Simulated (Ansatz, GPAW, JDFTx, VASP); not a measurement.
One calculation of MnO, 5 ways

```xyz
2
Lattice="0.0000 2.2239 2.2239 2.2239 0.0000 2.2239 2.2239 2.2239 0.0000" Properties=species:S:1:pos:R:3 pbc="T T T"
Mn    0.0000    0.0000    0.0000
O     2.2239    2.2239    2.2239
```

The cell is a database's computed one, not the measured one.

Alike in all runs: task single point; functional PBEsol; k mesh 10 × 10 × 10; occupations gaussian, width 0.1 eV; collinear spin, ferromagnetic start; no spin-orbit coupling. The measured crystal is an antiferromagnetic insulator; the state found here is the runs' own. Pressure is positive in compression and, in plane waves, holds the error of the finite cutoff, which Ansatz's Pulay term estimates and takes out.

```tsv
program and potentials	plane-wave cutoff (eV)	notes	band gap (eV)	pressure (GPa)	net moment per atom (μB)
Ansatz, Ansatz PAW	420	potentials made for PBE, which Ansatz adapts in part; 10.5 valence electrons an atom on average; Pulay term of +0.64 GPa included	no gap	-7.00	2.39
Ansatz, all-electron LAPW, scalar-relativistic	-	-	no gap	-6.97	2.39
VASP, PBE PAW files Mn_pv, O, release 54, 520 eV	520	potentials made for PBE; 9.5 valence electrons an atom on average	?	?	?
GPAW, PAW data sets generated for this functional	800	10.5 valence electrons an atom on average	no gap	-5.80	2.36
JDFTx, PseudoDojo-SR-PBEsol-0.4.1-standard with smoothed tails	1306	10.5 valence electrons an atom on average	no gap	-6.78	2.40
```

**Question.** Estimate from the other rows what the run with VASP, PBE PAW files Mn_pv, O, release 54, 520 eV gave.

**Answer.** No band gap; pressure -6.77 GPa; net moment per atom 2.39 μB. The other rows, which needn't bracket it: pressure -7.00 to -5.80; net moment per atom 2.36 to 2.40.
